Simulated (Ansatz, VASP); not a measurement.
## BN in VASP and in Ansatz

Contents of INCAR:

```
SYSTEM = BN
  PREC = Accurate
  ENCUT = 520
  EDIFF = 1E-7
  ISMEAR = 0
  SIGMA = 0.05
  LREAL = .False.
  LASPH = .True.
  NELM = 100
  ALGO = Normal
  ISIF = 2
  LWAVE = .False.
  LCHARG = .True.
  GGA = PE
  LELF = .True.
  LVHAR = .True.
  NBANDS = 11
```

File KPOINTS:

```
regular mesh
0
Gamma
  12 12 12
  0 0 0
```

Contents of POSCAR:

```
BN
1.0
   -0.1359295336      1.8441106719      1.8123937807
    1.8123937807     -0.1359295336      1.8123937807
    1.6764642471      1.7081811383      0.0000000000
B N
1 1
Direct
    0.0000000000      0.0000000000      0.0000000000
    0.7500000000      0.7500000000      0.7500000000
```

Input for Ansatz:

```yaml
crystal:
  lattice:
    - [-0.1359295336, 1.8441106719, 1.8123937807]
    - [1.8123937807, -0.1359295336, 1.8123937807]
    - [1.6764642471, 1.7081811383, 0.0]
  atoms:
    - { symbol: B, position: [0.0, 0.0, 0.0] }
    - { symbol: "N", position: [0.75, 0.75, 0.75] }
basis:
  ecutwfc: 520.0
kpoints:
  mp_grid: { grid: [12, 12, 12] }
hamiltonian:
  xc: pbe
scf:
  occupations: { method: gaussian, width: 0.05 }
output:
  forces: true
  stress: true
  eigenvalues: true
```

Change from the starting cell: engineering shear strain xz -0.1500, normal strain along z +0.0175.

Alike in both runs: task single point; functional PBE; k mesh 12 × 12 × 12; occupations gaussian, width 0.05 eV; no spin polarisation.

|  | VASP | Ansatz |
| --- | --- | --- |
| version | VASP 6.6.1 | Ansatz 0.2.0 |
| potentials or method | VASP PAW PBE potentials, release 64 (B, N) | scalar-relativistic, plane waves, PAW |
| plane-wave cutoff (eV) | 520 | 520 |
| valence electrons in the cell | 8 | 8 |

|  | VASP | Ansatz | Ansatz less VASP |
| --- | --- | --- | --- |
| gap on the k mesh at the Fermi level (eV) | 3.03 | 3.04 | +0.009 |
| least direct gap on the mesh (eV) | 6.09 | 6.09 | -0.003 |
| pressure (GPa) | 3.7 | 3.5 | -0.20 |
| largest component of the traceless stress (GPa) | 64.14 | 63.77 | -0.371 |
| rms of the force components (eV/Å) | 0.094 | 0.082 | -0.0120 |

Atom by atom the forces differ by 0.012 eV/Å (rms over components).

A k mesh can miss the band edges.
